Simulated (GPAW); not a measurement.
Input of a GPAW 26.7.0 run:

Contents of run.py:

```python
from ase import Atoms
from ase.eos import EquationOfState
from ase.io import Trajectory
from ase.units import GPa
from gpaw import GPAW, PW

atoms = Atoms(['Ag'],
              cell=[[-1.655654, 1.655654, 1.655654],
                    [1.655654, -1.655654, 1.655654],
                    [1.655654, 1.655654, -1.655654]],
              scaled_positions=[[0.0, 0.0, 0.0]],
              pbc=True)

traj = Trajectory('eos.traj', 'w')
volumes, energies = [], []
for x in [0.94, 0.96, 0.98, 1.0, 1.02, 1.04, 1.06]:
    a = atoms.copy()
    a.set_cell(atoms.cell * x**(1 / 3), scale_atoms=True)
    calc = GPAW(mode=PW(600),
                xc='LDA',
                kpts={'size': (11, 11, 11), 'gamma': True},
                occupations={'name': 'fermi-dirac', 'width': 0.05},
                nbands=18,
                convergence={'density': 1e-05, 'energy': 1e-05},
                maxiter=150,
                txt=f'eos-{x:.2f}.txt')
    a.calc = calc
    energies.append(a.get_potential_energy(force_consistent=True))
    volumes.append(a.get_volume())
    p = -a.get_stress()[:3].mean() / GPa
    calc.write(f'eos-{x:.2f}.gpw')
    traj.write(a)
    print(f'{x:.2f} {volumes[-1]:10.4f} A^3 {energies[-1]:14.6f} eV {p:9.3f} GPa', flush=True)

v0, e0, B = EquationOfState(volumes, energies, eos='birchmurnaghan').fit()
print(f'V0 = {v0:.4f} A^3, E0 = {e0:.6f} eV, B0 = {B / GPa:.2f} GPa')
```

Potentials or basis: the program's PAW data sets (release 1.2.1) made for this functional, pw.

Launch:

```console
$ OMP_NUM_THREADS=1 python run.py
```

Problem. What does it give for the equilibrium volume?

Solution. 16.14 Å³/atom (rough: see the caveat).

Problem. Estimate the bulk modulus.

Solution. 135 GPa (rough).

Energy against volume, from the lowest point:
| volume (Å³/atom) | energy (meV/atom) |
| --- | --- |
| 17.065 | 0.00 |
| 17.428 | 16.85 |
| 17.791 | 37.74 |
| 18.154 | 62.11 |
| 18.517 | 89.44 |
| 18.880 | 119.29 |
| 19.243 | 151.27 |

Caveat: the minimum lies outside the volumes run.
